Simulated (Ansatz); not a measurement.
Crystal: TaN.

```
CELL_PARAMETERS angstrom
2.93800 0.00000 0.00000
-1.46900 2.54438 0.00000
0.00000 0.00000 2.88300
ATOMIC_POSITIONS crystal
Ta 0.00000 0.00000 0.50000
N 0.66667 0.33333 0.00000
```

| Item | Value |
| --- | --- |
| Program | Ansatz 0.2.0 |
| Task | relaxation of cell and atoms |
| Functional | HF |
| Potentials or basis | Ansatz PAW |
| Cutoff | 420 eV (not typed: the program's choice for these potentials) |
| k mesh | 5 × 5 × 5 |
| Occupations | fermi-dirac, width 0.05 eV |
| Spin | no spin polarisation |

At the start: volume 10.78 Å³/atom.

**Question.** Where does the relaxation end?

**Answer.** It ends after 8 steps and the volume is 10.92 Å³/atom (+1.3 %); space group P-6m2 (No. 187, to 0.05 Å).

Step by step:
| step | energy change (eV) | largest force (eV/Å) | volume (Å³) |
| --- | --- | --- | --- |
| 1 | 0.0000 | 0.0000 | 21.55 |
| 2 | -0.0009 | 0.0000 | 22.00 |
| 3 | -0.0042 | 0.0000 | 21.89 |
| 4 | -0.0048 | 0.0000 | 21.82 |
| 5 | -0.0048 | 0.0000 | 21.83 |
| 6 | -0.0053 | 0.0000 | 21.83 |
| 7 | -0.0053 | 0.0000 | 21.84 |
| 8 | -0.0053 | 0.0000 | 21.84 |

Final structure:
```
Ta N
1.0
     2.94740    0.00000    0.00000
    -1.47370    2.55253    0.00000
     0.00000    0.00000    2.90260
Ta N
1 1
Direct
  0.00000 0.00000 0.50000
  0.66667 0.33333 0.00000
```

Caveat: the k mesh is coarse (spacing up to 0.49 Å⁻¹), so the values aren't converged, least of all with exact exchange; the plane-wave basis is chosen anew once the cell has moved, so the energies of steps on either side of that aren't comparable; the PAW data sets come from PBE, with cores solved anew for the run's functional, which leaves a small shift of forces and pressure.
